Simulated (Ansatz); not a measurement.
**Phases of Na at 2.9 GPa**

Structure types of Na are relaxed in primitive cells with their symmetry kept at 2.9 GPa, on PAW files; LAPW relaxes the small cells further and takes the PAW cell for the others (marked *). The enthalpy is E + pV at zero temperature, without zero-point motion. Only the types listed were tried, and differences under about 5 meV/atom are mesh noise. The real phase may be another.

Level of theory: DFT with PBE, scalar-relativistic, in Ansatz 0.2.0; Fermi–Dirac smearing of 0.08 eV, no spin polarisation. LAPW: all electrons, basis error target 0.5 meV/atom; PAW: frozen-core files, cutoff 420 eV.

k meshes: fcc 14×14×14, bcc 14×14×14, hcp 13×13×7, diamond 10×10×10, hP4 8×8×5, omega 7×7×9.

Q: Which type is lowest in enthalpy, and by how much?

A: fcc, 1 meV/atom below dhcp, which is within the noise of the k meshes. The whole table:

```
start type         ends as           a, b, c (Å)  V (Å³/atom)  H − H(lowest), LAPW (meV/atom)  same, PAW
       fcc      fcc, Fm-3m   4.883, 4.883, 4.883        29.11                             0.0        0.0
       bcc      bcc, Im-3m   3.875, 3.875, 3.875        29.08                             1.3        1.3
       hcp   hcp, P6_3/mmc   3.443, 3.443, 5.684        29.17                             2.7        2.7
   diamond  diamond, Fd-3m   6.516, 6.516, 6.516        34.58                           506.3      506.5
      hP4*  dhcp, P6_3/mmc  3.484, 3.484, 11.079        29.12                             0.9        0.9
     omega   omega, P6/mmm   5.536, 5.536, 3.301        29.20                            12.7       12.7
```
